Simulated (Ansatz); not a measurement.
Start of a relaxation of TiTe₂:

```cif
data_structure
_symmetry_space_group_name_H-M 'P-6m2'
_symmetry_Int_Tables_number 187
_cell_length_a 5.4805
_cell_length_b 5.4805
_cell_length_c 6.5686
_cell_angle_alpha 90.000
_cell_angle_beta 90.000
_cell_angle_gamma 120.000
_cell_volume 170.86
loop_
_atom_site_label
_atom_site_type_symbol
_atom_site_symmetry_multiplicity
_atom_site_Wyckoff_symbol
_atom_site_fract_x
_atom_site_fract_y
_atom_site_fract_z
_atom_site_occupancy
Ti1 Ti 2 g 0.00000 0.00000 0.28834 1
Te1 Te 1 e 0.66667 0.33333 0.00000 1
Te2 Te 2 i 0.66667 0.33333 0.31507 1
Te3 Te 1 a 0.00000 0.00000 0.00000 1
```

Theory: Ansatz, DFT PBE, scalar-relativistic, plane waves, PAW. Cutoff 420 eV, Gaussian smearing, Γ-centred meshes. Cell and atoms relax first on a coarse mesh and then on a finer one. In between, the cell is made exact in the group found at 0.06 Å. In metals the finer mesh still leaves noise of several meV/atom or more. The steps can't lower the symmetry of their start. Collinear spin is switched on along the way, since trial moments persisted in a coarse test.

A guess keeps its type if space group and coordination stay and the shape of the cell changes little (axis ratios within about 15 %, angles within 6°); the volume may change.

**Question.** Will the relaxed cell still be of the starting type?

**Answer.** It doesn't keep its type. The symmetry stays P-6m2 (No. 187). The volume per atom grows by 17.3 %, from 28.5 to 33.4 Å³. The shortest distance goes from 1.89 Å (Ti–Te) to 2.41 Å (Ti–Ti). The ratio c/a of the conventional cell changes by a factor of 1.57. Counting neighbours within 15 % of an atom's shortest distance, the start has Te 1/2, Ti 1 and the end Te 3/5, Ti 1. In detail, at the end Ti is surrounded by 1 Ti at 2.41 Å, 3 Te at 2.91 Å and 1 Te at 3.48 Å; around Te on a site of symmetry -6m2 lie 5 Te at 2.87–3.03 Å; Te on a site of symmetry 3m has 3 Ti at 2.91 Å, 1 Te at 3.03 Å and 1 Te at 3.31 Å; 1 more site not described.

```cif
data_structure
_symmetry_space_group_name_H-M 'P-6m2'
_symmetry_Int_Tables_number 187
_cell_length_a 4.9719
_cell_length_b 4.9719
_cell_length_c 9.3644
_cell_angle_alpha 90.000
_cell_angle_beta 90.000
_cell_angle_gamma 120.000
_cell_volume 200.47
loop_
_atom_site_label
_atom_site_type_symbol
_atom_site_symmetry_multiplicity
_atom_site_Wyckoff_symbol
_atom_site_fract_x
_atom_site_fract_y
_atom_site_fract_z
_atom_site_occupancy
Ti1 Ti 2 g 0.00000 0.00000 0.37148 1
Te1 Te 1 e 0.66667 0.33333 0.00000 1
Te2 Te 2 i 0.66667 0.33333 0.32320 1
Te3 Te 1 a 0.00000 0.00000 0.00000 1
```

The zero of energy is the elements' standard structures at the same level; no fitted shifts are applied.

**Question.** At what energy does it end?

**Answer.** +0.25 eV/atom. A positive value: parting into the elements would lower its energy.

The last run used collinear spin, a 12×12×4 mesh (in the run's order of axes) for its 6-atom cell and Gaussian smearing of 0.10 eV. These runs have no spin–orbit coupling, which can matter for Te. The reference form of Te is held partly by dispersion forces, which this level lacks. Another magnetic order may lie lower. Symmetry constrained the relaxation, so the result can be a saddle point. Another cell of TiTe2 relaxed alike but without spin, in P-3m1 (a cell as deposited in COD), lies 0.96 eV/atom lower, so this cell isn't the stable form at this level.

In counts of neighbours, a slash parts the counts of unlike sites.
